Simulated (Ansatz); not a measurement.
CsBr (started from an entry of an open crystallographic database), relaxed with r2SCAN: space group Pm-3m (No. 221), cubic; a = 4.320 Å in the conventional setting, 40.30 Å³ an atom. Cs has 8 Br at 3.74 Å; Br has 8 Cs at 3.74 Å. One-shot G0W0@PBE in the plane-wave code Ansatz on a 4×4×4 mesh (contour deformation, no spin-orbit coupling), from a PBE gap of 4.437 eV over the mesh points (the G0W0 gap is direct on the mesh); the number N of bands summed and the screening cutoff rise together. The values are computed, spin-unpolarised, and not measurements.

```tsv
N	cutoff (eV)	1000/N	G0W0 gap (eV)
138	80	7.246	6.506
311	140	3.215	6.694
```

Problem. Lay a straight line in 1000/N through these rows.

Solution. The slope is -0.0466 eV per unit of 1000/N and the intercept 6.844 eV.

Problem. Predict the gap at N = 564 (210 eV).

Solution. 6.844 + (-0.0466) × 1.773 = 6.761 eV; the run gives 6.767 eV, +0.006 eV from the line.

Problem. With that run's result added, what limit do the last two rows suggest?

Solution. Their slope is (6.767 − 6.694)/(1.773 − 3.215) = -0.0506, which meets 1/N = 0 at 6.86 eV, against 6.844 eV from the first line. The two lines nearly agree; the k mesh isn't extrapolated.

Spin-orbit coupling is left out.
